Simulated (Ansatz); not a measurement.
**CdTe: single point with PBE**

**Measured values to compare with.**

From a printed reference work, data compilation, for a bulk crystal of CdTe at 0 K: band gap 1.607 eV.

Crystal: CdTe.

```xyz
2
Lattice="0.0000 3.2050 3.2050 3.2050 0.0000 3.2050 3.2050 3.2050 0.0000" Properties=species:S:1:pos:R:3 pbc="T T T"
Te    4.8075    4.8075    4.8075
Cd    0.0000    0.0000    0.0000
```

| Quantity | Value |
| --- | --- |
| Program | Ansatz 0.2.0 |
| Task | single point |
| Functional | PBE |
| Potentials or basis | Ansatz PAW |
| Cutoff | 420 eV (not typed: the program's choice for these potentials) |
| k mesh | 7 × 7 × 7 |
| Occupations | gaussian, width 0.016 eV |
| Spin | no spin polarisation |

```
Pressure               : 4.2 GPa
Band gap on the k mesh : 0.87 eV, direct
```

Levels at points of the mesh, in eV from the valence-band top:
```csv
k point,band 14,band 15,band 16,band 17,band 18,band 19,band 20,band 21,band 22
"(0.00, 0.00, 0.00)",-8.11,-8.11,0.00,0.00,0.00,0.87,4.60,4.60,4.60
```

Wall time 2.6 s on 2 threads of Intel(R) Xeon(R) Processor @ 2.70GHz, on a shared host, peak memory 0.38 GiB.

A measured gap of CdTe is 1.607 eV (0 K; a printed reference work, data compilation); the calculated 0.87 eV misses it by -0.73 eV. Spin-orbit coupling on Cd, Te is left out. The value is that of PBE, without temperature or zero-point motion. Semilocal functionals fall short of measured gaps as a rule.

Caveat: odd divisions of the mesh miss points on the zone boundary, where band edges often lie, so the gap on the mesh can be too wide; spin-orbit coupling is left out, which moves the levels of the heavy elements.
